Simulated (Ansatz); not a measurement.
Computed with DFT PBE, scalar-relativistic, plane waves, PAW (Ansatz). All cells share a 420 eV cutoff and Γ-centred k meshes spaced at most about 0.3 Å⁻¹ (about 0.25 or finer for metals, 2π included). No spin polarisation in the final relaxations.

These are static total energies at zero pressure.

Two forms of B2P3 were relaxed alike.

1.

```xyz
5
Lattice="4.0067 0.0000 0.0000 0.0000 4.0067 0.0000 0.0000 0.0000 4.0067" Properties=species:S:1:pos:R:3 pbc="T T T"
B     2.0033    2.0033    2.0033
B     0.0000    0.0000    0.0000
P     2.0033    0.0000    0.0000
P     0.0000    2.0033    0.0000
P     0.0000    0.0000    2.0033
```

2.

```xyz
5
Lattice="2.4221 1.3984 3.1667 -2.4221 1.3984 3.1667 0.0000 -2.7968 3.1667" Properties=species:S:1:pos:R:3 pbc="T T T"
B     0.0000    0.0000    4.7501
B     0.0000    0.0000    0.0000
P     0.0000   -1.3984    1.5834
P     1.2111    0.6992    1.5834
P    -1.2111    0.6992    1.5834
```

Question: Which form is favoured at zero pressure, and by what margin per atom?

Answer: Cell 2 is lower, by 267 meV/atom. Cell 1 has space group Pm-3m (No. 221), 12.9 Å³/atom and no gap on its mesh; cell 2 has space group R-3m (No. 166), 12.9 Å³/atom and no gap. Counting P atoms around B (those within 1.25 times the shortest such distance or 1.15 times the sum of covalent radii, 1.27 where that leaves under three; the shortest distance is added where it exceeds 1.18 times the sum of covalent radii; a slash parts the counts of unlike sites), cell 1 has B 6/12 from 2.8 Å and cell 2 has B 6/6 from 2.4 Å. Cell 2 holds P–P nets (shortest 2.42 Å); in cell 1 the shortest P–P distance is 2.83 Å. Even the lower one lies +1.18 eV/atom against the reference forms of the elements (uncorrected), so neither is stable at this level. Both come from invented guesses. A third cell relaxed alike, in P-62m, lies 0.91 eV/atom below the lower of the two.

In Pm-3m, R-3m an odd number of electrons in the primitive cell allows no gap without spin; a larger cell or a magnetic state could open one. A magnetic state wasn't ruled out in cells without spin, among them Pm-3m, R-3m. Cells relaxed within their symmetry can be saddle points.
